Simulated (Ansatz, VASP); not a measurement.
Two plane-wave programs on Na2H

```
Na H
1.0
     4.65514    0.00000    0.00000
     0.00000    4.65514    0.00000
     0.00000    0.00000    3.49162
Na H
2 1
Direct
  0.00000 0.50000 0.00000
  0.50000 0.00000 0.00000
  0.50000 0.50000 0.00000
```

Alike in both runs: functional PBE; k mesh 10 × 10 × 14; occupations gaussian, width 0.1 eV; no spin polarisation.

Ansatz relaxed the structure, and its values are those at the end. VASP's run is a single point on that final structure, the one shown.

|  | VASP | Ansatz |
| --- | --- | --- |
| version | VASP 6.6.1 | Ansatz 0.2.0 |
| potentials or method | VASP PAW PBE potentials, release 64 (Na_pv, H) | scalar-relativistic, plane waves, PAW |
| plane-wave cutoff (eV) | 520 | 420 |
| valence electrons in the cell | 15 | 19 |

```tsv
	VASP	Ansatz	Ansatz less VASP
gap on the k mesh at the Fermi level (eV)	none	none	-
pressure (GPa)	0.0	0.0	+0.01
```

A gap of «none» marks a metal or a gap that the smearing closes. The two sets of potentials don't hold the same shells in valence.
